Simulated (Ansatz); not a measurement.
LiH in the zincblende structure (r2SCAN geometry), in Ansatz:

```
Li H
1.0
     0.00000    2.14512    2.14512
     2.14512    0.00000    2.14512
     2.14512    2.14512    0.00000
Li H
1 1
Direct
  0.00000 0.00000 0.00000
  0.25000 0.25000 0.25000
```

G0W0@PBE with 74 empty bands, a screening cutoff of 140 eV and a 6×6×6 mesh (PAW, contour deformation) gives 6.409 eV over the mesh points, from a PBE gap of 4.292 eV; it sums over 76 bands with 65 plane waves in the screening and a wave cutoff of 420 eV. G0W0 values are finite-basis, finite-mesh values. No spin polarisation and no zero-point or thermal motion; the cell was built from a prototype and may be hypothetical.

Question: Estimate the gap with mesh 8×8×8, empty bands 32, screening cutoff 80 eV.

Answer: 6.190 eV (-0.219 eV), from a Kohn-Sham gap of 4.196 eV.

Question: Estimate the gap with potentials of the kind norm-conserving.

Answer: 6.405 eV (-0.004 eV), from a Kohn-Sham gap of 4.292 eV.

Question: Estimate the gap with starting point LDA.

Answer: 6.233 eV (-0.176 eV), from a Kohn-Sham gap of 4.041 eV.
